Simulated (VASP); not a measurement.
# Li: restarted molecular dynamics, 2 variants

Li, Fm-3m (no. 225), 12 atoms in the cell. PBE, molecular dynamics; PAW potentials Li (PBE set).

| Restart from | Temperature at the end (K) | The same without a restart (K) | Potential energy at the end (eV/atom) | The same without a restart (eV/atom) | Electronic steps in the first step after the restart | Time (s) |
|---|---|---|---|---|---|---|
| CONTCAR with velocities, WAVECAR read | 479.0 | 479.0 | -1.81605 | -1.81605 | 4 | 114 |
| CONTCAR with velocities, no WAVECAR | 479.0 | 479.0 | -1.81605 | -1.81605 | 14 | 118 |

Limits: 60 fs of 12 atoms are too short for converged averages; the cell is only 5.1 Å across, so each atom moves in step with near copies of itself.

## Input of the first row

INCAR.step1:
```
  ALGO = Fast
  EDIFF = 1E-6
  ENCUT = 200
  GGA = PE
  IBRION = 0
  ISIF = 2
  ISMEAR = -1
  ISYM = 0
  KPAR = 2
  LASPH = True
  LCHARG = False
  LREAL = Auto
  LWAVE = True
  MDALGO = 2
  NELM = 60
  NELMIN = 4
  NSW = 30
  POTIM = 1.0
  PREC = Normal
  RANDOM_SEED = 964808 0 0
  SIGMA = 0.05
  SMASS = -3
  TEBEG = 1000
```

INCAR.step2, as INCAR.step1 but for:
```
- LWAVE = True
+ LWAVE = False
```

KPOINTS:
```
k-points
0
Gamma
  3 3 2
```

POSCAR.step1:
```
Li
1.0
    0.0000000000      4.4040000000      4.4040000000
    4.4040000000      0.0000000000      4.4040000000
    6.6060000000      6.6060000000      0.0000000000
Li
12
Direct
    0.0000000000      0.0000000000      0.0000000000
    0.0000000000      0.0000000000      0.3333333333
    0.0000000000      0.0000000000      0.6666666667
    0.0000000000      0.5000000000      0.0000000000
    0.0000000000      0.5000000000      0.3333333333
    0.0000000000      0.5000000000      0.6666666667
    0.5000000000      0.0000000000      0.0000000000
    0.5000000000      0.0000000000      0.3333333333
    0.5000000000      0.0000000000      0.6666666667
    0.5000000000      0.5000000000      0.0000000000
    0.5000000000      0.5000000000      0.3333333333
    0.5000000000      0.5000000000      0.6666666667
```

Commands (each step's output is kept before the next begins):
```
cat potpaw_PBE.64/Li/POTCAR > POTCAR
cp INCAR.step1 INCAR
cp POSCAR.step1 POSCAR
mpirun -np 2 vasp_std > vasp.out
cp CONTCAR POSCAR
cp INCAR.step2 INCAR
mpirun -np 2 vasp_std > vasp.out
```

Changes of the last row against the first:
```
(step 1)
- LWAVE = True
+ LWAVE = False
```

VASP 6.6.1 took 114 s on 2 cores (AMD EPYC 7R13 (Zen 3)), a shared host.
